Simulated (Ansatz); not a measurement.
Input, command and steps of an Ansatz relaxation.

```yaml
crystal:
  lattice:
    - [1.45, -4.065, 0.0]
    - [1.45, 4.065, 0.0]
    - [0.0, 0.0, 3.17]
  atoms:
    - { symbol: Ga, position: [0.867, 0.133, 0.25] }
    - { symbol: Ga, position: [0.133, 0.867, 0.75] }
basis:
  ecutwfc: 420
kpoints:
  mp_grid: { grid: [12, 12, 12] }
hamiltonian:
  xc: pbe
scf:
  occupations: { method: gaussian, width: 0.1 }
output:
  forces: true
  stress: true
  eigenvalues: true
  write_density: true
  write_potential: true
  elf: true
  volumetric_format: npy
relax:
  adjacent_minimum: "off"
  f_tol: 0.02
  max_steps: 70
  cell: { stress_tol: 0.1 }
```

```bash
ansatz run input.yaml --threads 2 --pin off --max-ram 5120MiB --backend cpu --events-out ev --progress --plain --runs-dir out
```

Computed with DFT PBE, scalar-relativistic, plane waves, PAW in Ansatz 0.2.0.

Of 14 frames 10 are shown, positions in Å and forces in eV/Å; the SCF threshold varies from step to step. Steps run on the plane waves of an earlier cell, with a Pulay correction in the pressure. The basis is chosen afresh for the last frame, the zero of the energies, and can be on the way; energy and pressure step there, also at an unchanged geometry. The mark taken_back stands on steps that the optimiser undid.

```xyz
2
Lattice="1.4500 -4.0650 0.0000 1.4500 4.0650 0.0000 0.0000 0.0000 3.1700" Properties=species:S:1:pos:R:3:forces:R:3 pbc="T T T" step=1 free_energy_over_end_meV_per_atom=17.15 pressure_GPa=1.74
Ga    1.4500   -2.9837    0.7925    0.0000    0.2090    0.0000
Ga    1.4500    2.9837    2.3775    0.0000   -0.2090    0.0000
2
Lattice="1.4446 -4.0830 0.0000 1.4446 4.0830 0.0000 0.0000 0.0000 3.2641" Properties=species:S:1:pos:R:3:forces:R:3 pbc="T T T" step=2 free_energy_over_end_meV_per_atom=7.39 pressure_GPa=0.06
Ga    1.4446   -2.9829    0.8160    0.0000    0.0400    0.0000
Ga    1.4446    2.9829    2.4480    0.0000   -0.0400    0.0000
2
Lattice="1.3519 -4.1486 0.0000 1.3519 4.1486 0.0000 0.0000 0.0000 3.4511" Properties=species:S:1:pos:R:3:forces:R:3 pbc="T T T" step=4 free_energy_over_end_meV_per_atom=6.71 pressure_GPa=-0.27 taken_back
Ga    1.3519   -3.0496    0.8628    0.0000   -0.0460    0.0000
Ga    1.3519    3.0496    2.5884    0.0000    0.0460    0.0000
2
Lattice="1.3876 -4.1228 0.0000 1.3876 4.1228 0.0000 0.0000 0.0000 3.3492" Properties=species:S:1:pos:R:3:forces:R:3 pbc="T T T" step=5 free_energy_over_end_meV_per_atom=1.66 pressure_GPa=0.14
Ga    1.3876   -3.0254    0.8373    0.0000    0.0020    0.0000
Ga    1.3876    3.0254    2.5119    0.0000   -0.0020    0.0000
2
Lattice="1.3923 -4.2412 0.0000 1.3923 4.2412 0.0000 0.0000 0.0000 3.2620" Properties=species:S:1:pos:R:3:forces:R:3 pbc="T T T" step=7 free_energy_over_end_meV_per_atom=0.62 pressure_GPa=-0.07
Ga    1.3923   -3.1166    0.8155    0.0000    0.0000    0.0000
Ga    1.3923    3.1166    2.4465    0.0000    0.0000    0.0000
2
Lattice="1.4045 -4.3988 0.0000 1.4045 4.3988 0.0000 0.0000 0.0000 3.1039" Properties=species:S:1:pos:R:3:forces:R:3 pbc="T T T" step=8 free_energy_over_end_meV_per_atom=1.16 pressure_GPa=-0.26 taken_back
Ga    1.4045   -3.2295    0.7760    0.0000   -0.0390    0.0000
Ga    1.4045    3.2295    2.3279    0.0000    0.0390    0.0000
2
Lattice="1.3914 -4.2741 0.0000 1.3914 4.2741 0.0000 0.0000 0.0000 3.2248" Properties=species:S:1:pos:R:3:forces:R:3 pbc="T T T" step=10 free_energy_over_end_meV_per_atom=0.43 pressure_GPa=0.00
Ga    1.3914   -3.1338    0.8062    0.0000   -0.0530    0.0000
Ga    1.3914    3.1338    2.4186    0.0000    0.0530    0.0000
2
Lattice="1.3903 -4.3286 0.0000 1.3903 4.3286 0.0000 0.0000 0.0000 3.1486" Properties=species:S:1:pos:R:3:forces:R:3 pbc="T T T" step=11 free_energy_over_end_meV_per_atom=0.50 pressure_GPa=0.39 taken_back
Ga    1.3903   -3.1798    0.7872    0.0000   -0.0270    0.0000
Ga    1.3903    3.1798    2.3615    0.0000    0.0270    0.0000
2
Lattice="1.3912 -4.2966 0.0000 1.3912 4.2966 0.0000 0.0000 0.0000 3.2019" Properties=species:S:1:pos:R:3:forces:R:3 pbc="T T T" step=13 free_energy_over_end_meV_per_atom=0.13 pressure_GPa=-0.01
Ga    1.3912   -3.1581    0.8005    0.0000    0.0010    0.0000
Ga    1.3912    3.1581    2.4014    0.0000   -0.0010    0.0000
2
Lattice="1.3912 -4.2966 0.0000 1.3912 4.2966 0.0000 0.0000 0.0000 3.2019" Properties=species:S:1:pos:R:3:forces:R:3 pbc="T T T" step=14 free_energy_over_end_meV_per_atom=0.00 pressure_GPa=0.00
Ga    1.3912   -3.1581    0.8005    0.0000    0.0020    0.0000
Ga    1.3912    3.1581    2.4014    0.0000   -0.0020    0.0000
```

The run took 41 s on 2 threads of Intel(R) Xeon(R) 6975P-C (Granite Rapids), with other jobs on the host, peak memory 0.54 GiB.